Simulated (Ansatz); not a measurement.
Consider SrF2 in the fluorite structure (space group Fm-3m, No. 225; a = 5.857 Å).

The change: every lattice vector is shortened by 2.58 %, atoms relaxed at fixed cell.

Method: PBE in Ansatz (plane waves to 420 eV, PAW, no spin-orbit coupling).

Base, band edges from the VBM (valence, conduction): X 0.00, 8.11; W -0.07, 8.43; L -0.44, 9.99; Γ -0.10, 6.78; K -0.07, 8.39; U -0.07, 8.39 eV.

**Question.** Give the band edges at the high-symmetry points of the new zone, measured from its valence-band maximum.

**Answer.** 
```json
[
 {"point": "Γ", "valence edge (eV)": "-0.10", "conduction edge (eV)": "7.22"},
 {"point": "X", "valence edge (eV)": "0.00", "conduction edge (eV)": "8.33"},
 {"point": "U", "valence edge (eV)": "-0.08", "conduction edge (eV)": "8.61"},
 {"point": "K", "valence edge (eV)": "-0.08", "conduction edge (eV)": "8.61"},
 {"point": "L", "valence edge (eV)": "-0.43", "conduction edge (eV)": "10.46"},
 {"point": "W", "valence edge (eV)": "-0.08", "conduction edge (eV)": "8.66"}
]
```

The gap is 7.22 eV, indirect, X → Γ.

The cells carry an imposed strain or load. Stability against distortions was not tested.

Ansatz is an electronic-structure program.
